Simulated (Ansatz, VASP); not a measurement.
**LiF in VASP and in Ansatz**

```
CELL_PARAMETERS angstrom
2.55953 0.00000 0.00000
0.00000 2.55953 0.00000
0.00000 0.00000 2.55953
ATOMIC_POSITIONS crystal
Li 0.99643 0.97750 0.94601
F 0.50000 0.50000 0.50000
```

Change from the starting cell: one atom moved.

Alike in both runs: task single point; functional PBE; k mesh 10 × 10 × 10; occupations gaussian, width 0.02 eV; no spin polarisation.

```csv
,VASP,Ansatz
version,VASP 6.6.1,Ansatz 0.2.0
potentials or method,"VASP PAW PBE potentials, release 64 (Li_sv, F)","scalar-relativistic, plane waves, PAW"
plane-wave cutoff (eV),520,420
valence electrons in the cell,10,10
```

|  | VASP | Ansatz | Ansatz less VASP |
| --- | --- | --- | --- |
| gap on the k mesh at the Fermi level (eV) | 7.49 | 7.48 | -0.008 |
| least direct gap on the mesh (eV) | 8.15 | 8.14 | -0.007 |
| rms of the force components (eV/Å) | 0.026 | 0.026 | +0.0002 |

Atom by atom the forces differ by 0.000 eV/Å (rms over components).

 A k mesh can miss the band edges.
